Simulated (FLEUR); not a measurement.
# K (Im-3m) in FLEUR: further runs

One crystal, K, is run at these levels: BLYP; tasks: equation of state.

Everything below comes from runs of FLEUR MaX-R8.1 (later development tree). Logs are shortened: lines on timing, memory, paths and dates and some standing lists are left out, and cuts for length are marked.

## Step 1: The undisturbed crystal

The structure is cubic, space group Im-3m (No. 229). The conventional cell has a = 5.395 Å, b = 5.395 Å, c = 5.395 Å, α = 90.00°, β = 90.00°, γ = 90.00°.

## Step 2: Equation of state, BLYP, 75.38 Å³/atom (volume scaled by 0.96)

File inp.xml:

```xml
<?xml version="1.0" encoding="UTF-8" standalone="no"?>
<fleurInput fleurInputVersion="0.39">
   <comment>
      K                                                                                                   
   </comment>
   <calculationSetup>
      <cutoffs Kmax="4.1" Gmax="12.7" GmaxXC="12.7" numbands="0"/>
      <scfLoop itmax="60" minDistance="0.00001" maxIterBroyd="15" imix="Anderson" alpha="0.05" precondParam="0.0" spinf="2.0" sdNocoIR="T"/>
      <coreElectrons ctail="T" frcor="F" kcrel="0" coretail_lmax="0"/>
      <xcFunctional name="LibXC" relativisticCorrections="F">
         <LibXCName exchange="gga_x_b88" correlation="gga_c_lyp"/>
      </xcFunctional>
      <magnetism jspins="1"/>
      <soc l_soc="F" theta="0.0" phi="0.0" spav="F"/>
      <expertModes spex="0" secvar="F"/>
      <geometryOptimization l_f="F" forcealpha="1.0" forcemix="BFGS" epsdisp="0.00001" epsforce="0.00001"/>
      <ldaU l_linMix="F" mixParam="0.05" spinf="1.0"/>
   </calculationSetup>
   <cell>
      <bzIntegration valenceElectrons="9.0" mode="hist" fermiSmearingEnergy="0.00183747">
         <kPointListSelection listName="default-1"/>
         <!-- k-points included here -->
         <xi:include xmlns:xi="http://www.w3.org/2001/XInclude" href="kpts.xml"> </xi:include>
      </bzIntegration>
      <!-- symmetry operations included here -->
      <xi:include xmlns:xi="http://www.w3.org/2001/XInclude" href="sym.xml"> </xi:include>
      <bulkLattice scale="0.9864848297">
         <bravaisMatrix>
            <row-1>   -5.0976468016452152     5.0976468016452152     5.0976468016452152</row-1>
            <row-2>    5.0976468016452152    -5.0976468016452152     5.0976468016452152</row-2>
            <row-3>    5.0976468016452152     5.0976468016452152    -5.0976468016452152</row-3>
         </bravaisMatrix>
      </bulkLattice>
   </cell>
   <atomSpecies>
      <species name="Potassium (K)" element="K" atomicNumber="19">
         <mtSphere radius="2.66" gridPoints="879" logIncrement="0.014"/>
         <atomicCutoffs lmax="11" lnonsphr="8"/>
         <electronConfig flipSpins="F">
            <coreConfig>(1s1/2) (2s1/2) (2p1/2) (2p3/2)</coreConfig>
            <valenceConfig>(3s1/2) (3p1/2) (3p3/2) (4s1/2)</valenceConfig>
            <stateOccupation state="(4s1/2)" spinUp="0.500000" spinDown="0.500000"/>
         </electronConfig>
         <energyParameters s="4" p="3" d="3" f="4"/>
         <lo type="SCLO" l="0" n="3" eDeriv="0"/>
         <lo type="HELO" l="1" n="4" eDeriv="0"/>
         <lo type="HELO" l="1" n="4" eDeriv="1"/>
         <lo type="SCLO" l="2" n="3" eDeriv="2"/>
         <lo type="SCLO" l="3" n="4" eDeriv="2"/>
      </species>
   </atomSpecies>
   <atomGroups>
      <atomGroup species="Potassium (K)">
         <relPos label="                   1">.0000000000 .0000000000 .0000000000</relPos>
         <force calculate="T" relaxXYZ="TTT"/>
      </atomGroup>
   </atomGroups>
   <output dos="F" band="F" slice="F">
      <checks vchk="F" cdinf="F"/>
      <bandDOS minEnergy="-.5*Htr" maxEnergy="0.5*Htr" sigma="0.015" storeEVData="T"/>
      <vacuumDOS vacdos="F" integ="F" star="F" nstars="0" locx1="0.0" locy1="0.0" locx2="0.0" locy2="0.0" nstm="0" tworkf="0.0"/>
      <unfoldingBand unfoldBand="F" supercellX="1" supercellY="1" supercellZ="1"/>
      <plotting iplot="0" polar="F">
         <plot TwoD="T" vec1="  1.0  0.0  0.0" vec2="  0.0  1.0  0.0" vec3="  0.0  0.0  1.0" zero="  0.0  0.0  0.0" file="plot"/>
      </plotting>
      <chargeDensitySlicing numkpt="0" minEigenval="0.0" maxEigenval="0.0" nnne="0" pallst="F"/>
      <specialOutput eonly="F"/>
      <moessbauerParams electricFieldGradient="T" isomerShift="T" coreHyperfine="T" valenceHyperfine="T"/>
      <magneticCircularDichroism mcd="F" energyLo="-10.0" energyUp="0.0"/>
   </output>
  <!-- We include the file relax.xml here to enable relaxations (see documentation) -->
  <xi:include xmlns:xi="http://www.w3.org/2001/XInclude" href="relax.xml"> <xi:fallback/> </xi:include>
</fleurInput>
```

Potentials or basis: all-electron, FLAPW.

Command:

```sh
> inpgen -f crystal.txt -profile fastHighL
> # inp.xml edited to the form shown
> fleur_MPI
```

Standard output:

```text
Welcome to FLEUR        (www.flapw.de)
      MaX-Release 8.1          (www.max-centre.eu)
 func_ids         131         106         131         106
The functional 'Becke 88' is an exchange functional, it belongs to the 'GGA' family and is defined in the reference(s):
[1] A. D. Becke.,  Phys. Rev. A 38, 3098 (1988)
The functional 'Lee, Yang & Parr' is a correlation functional, it belongs to the 'GGA' family and is defined in the reference(s):
[1] C. Lee, W. Yang, and R. G. Parr.,  Phys. Rev. B 37, 785 (1988)
[2] B. Miehlich, A. Savin, H. Stoll, and H. Preuss.,  Chem. Phys. Lett. 157, 200 (1989)
 Using same functional for VXC and EXC

 ========== k-point set info ==========
 Selected k-point list: default-1
 k-point list type: mesh
 7 x 7 x 7
 Number of k points: 20

 ------------Calculation Setup---------------------------
 Number of MPI-tasks      :            1
 Number of PE/node        :            1
 Number of OMP-threads    :            1
 Most efficient MPI parallelization for:
           1           2           4           5          10          20
 Additional eigenvalue parallelization possible
 Number of basis functions:          638
 Approximate size of matrices (H+S) per k-point:         0.006 GB
 --------------------------------------------------------
 Iteration:     1   Distance:       7.37362739 me/bohr^3
 Iteration:     2   Distance:       6.97085432 me/bohr^3
 Iteration:     3   Distance:       0.75613822 me/bohr^3
 Iteration:     4   Distance:       0.14372039 me/bohr^3
 Iteration:     5   Distance:       0.09177794 me/bohr^3
 Iteration:     6   Distance:       0.02902278 me/bohr^3
 Iteration:     7   Distance:       0.03595279 me/bohr^3
 Iteration:     8   Distance:       0.00307308 me/bohr^3
 Iteration:     9   Distance:       0.00247993 me/bohr^3
 Iteration:    10   Distance:       0.00203915 me/bohr^3
[... 20 lines left out ...]
 Iteration:    31   Distance:       0.00002327 me/bohr^3
 Iteration:    32   Distance:       0.00226466 me/bohr^3
 Iteration:    33   Distance:       0.00007127 me/bohr^3
 Iteration:    34   Distance:       0.00007129 me/bohr^3
 Iteration:    35   Distance:       0.00007132 me/bohr^3
 Iteration:    36   Distance:       0.00007386 me/bohr^3
 Iteration:    37   Distance:       0.00007533 me/bohr^3
 Iteration:    38   Distance:       0.00006177 me/bohr^3
 Iteration:    39   Distance:       0.00005321 me/bohr^3
 Iteration:    40   Distance:       0.00000789 me/bohr^3

 ********************************************************************
 Run finished successfully
 Stop message:
   all done
 ********************************************************************
```

It took 91 s on 1 thread of Arm Neoverse V1, shared host; peak memory 0.07 GiB.

What came out:

- Free energy: -16390.3392 eV
- Band gap on the k mesh: none (metal or under the smearing width)
- Valence electrons inside the program's atomic spheres: K 7.80 (radii K 2.66 bohr)

## Step 3: Equation of state, BLYP, 81.66 Å³/atom (volume scaled by 1.04)

inp.xml, as its differences from that of step 2:

```diff
@@ -26,3 +26,3 @@
       <xi:include xmlns:xi="http://www.w3.org/2001/XInclude" href="sym.xml"> </xi:include>
-      <bulkLattice scale="0.9864848297">
+      <bulkLattice scale="1.0131594038">
          <bravaisMatrix>
```

Potentials or basis: all-electron, FLAPW.

Command:

```sh
> inpgen -f crystal.txt -profile fastHighL
> # inp.xml edited to the form shown
> fleur_MPI
```

Run time: 41 s. Hardware: 1 thread of Arm Neoverse V1, shared host; peak memory 0.07 GiB.

It converged, with:

| Property | Result |
| --- | --- |
| Free energy | -16390.3236 eV |
| Band gap on the k mesh | none (metal or under the smearing width) |
| Valence electrons inside the program's atomic spheres | K 7.80 (radii K 2.66 bohr) |

## Step 4: Equation of state, BLYP, 83.23 Å³/atom (volume scaled by 1.06)

inp.xml, as its differences from that of step 3:

```diff
@@ -26,3 +26,3 @@
       <xi:include xmlns:xi="http://www.w3.org/2001/XInclude" href="sym.xml"> </xi:include>
-      <bulkLattice scale="1.0131594038">
+      <bulkLattice scale="1.0196128224">
          <bravaisMatrix>
```

Command:

```sh
> inpgen -f crystal.txt -profile fastHighL
> # inp.xml edited to the form shown
> fleur_MPI
```

Wall time 37 s (1 thread of Arm Neoverse V1, shared host); peak memory 0.07 GiB.

Results (log left out):

```yaml
Free_energy: -16390.3149 eV
Band_gap_on_the_k_mesh: none (metal or under the smearing width)
Valence_electrons_inside_the_program's_atomic_spheres: K 7.80 (radii K 2.66 bohr)
```
